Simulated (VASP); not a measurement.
Wanted: the native input for a VASP 6.6.1 run.

* Task: density of states
* Functional: PBE
* Potentials or basis: VASP PAW PBE potentials, release 64 (Na_pv)
* Cutoff: 520 eV
* k mesh: 12 × 12 × 12
* Occupations: methfessel-paxton, width 0.1 eV
* Spin: no spin polarisation
* k mesh for the DOS: 18 × 18 × 18
* Occupations for the DOS: tetrahedron
* Further INCAR settings: ALGO = Fast; EDIFF = 1e-06

The system is Na.

```xyz
1
Lattice="-2.0854 2.0854 2.0854 2.0854 -2.0854 2.0854 2.0854 2.0854 -2.0854" Properties=species:S:1:pos:R:3 pbc="T T T"
Na    0.0000    0.0000    0.0000
```

One way to write it, as run:

POSCAR

```
Na                                      
1.0
   -2.0853890600      2.0853890600      2.0853890600
    2.0853890600     -2.0853890600      2.0853890600
    2.0853890600      2.0853890600     -2.0853890600
  Na            
     1
Direct
     0.0000000000000000    0.0000000000000000    0.0000000000000000
```

INCAR.step1

```
SYSTEM = Na
ALGO = Fast
EDIFF = 1E-6
ENCUT = 520
GGA = PE
ISIF = 2
ISMEAR = 1
LASPH = .TRUE.
LCHARG = .TRUE.
LREAL = .FALSE.
LWAVE = .FALSE.
NELM = 80
PREC = Accurate
SIGMA = 0.1
```

KPOINTS.step1

```
k-points
0
G
  12 12 12
  0 0 0
```

INCAR.step2

```
SYSTEM = Na
ALGO = Fast
EDIFF = 1E-6
ENCUT = 520
GGA = PE
ICHARG = 11
ISIF = 2
ISMEAR = -5
LASPH = .TRUE.
LCHARG = .FALSE.
LORBIT = 11
LREAL = .FALSE.
LWAVE = .FALSE.
NEDOS = 2001
NELM = 80
PREC = Accurate
SIGMA = 0.1
```

KPOINTS.step2

```
k-points
0
G
  18 18 18
  0 0 0
```

Potentials or basis: VASP PAW PBE potentials, release 64 (Na_pv).

Command:

```bash
$ cat potpaw_PBE.64/Na_pv/POTCAR > POTCAR
$ cp INCAR.step1 INCAR
$ cp KPOINTS.step1 KPOINTS
$ mpirun -np 1 vasp_std > vasp.out
$ cp INCAR.step2 INCAR
$ cp KPOINTS.step2 KPOINTS
$ mpirun -np 1 vasp_std > vasp.out
```

It gave:

```yaml
Valence_electrons_inside_the_program's_atomic_spheres: Na 6.06
```

Wall time 16 s on 1 thread of Intel(R) Xeon(R) 6975P-C (Granite Rapids), with other jobs on the host, peak memory 0.17 GiB.
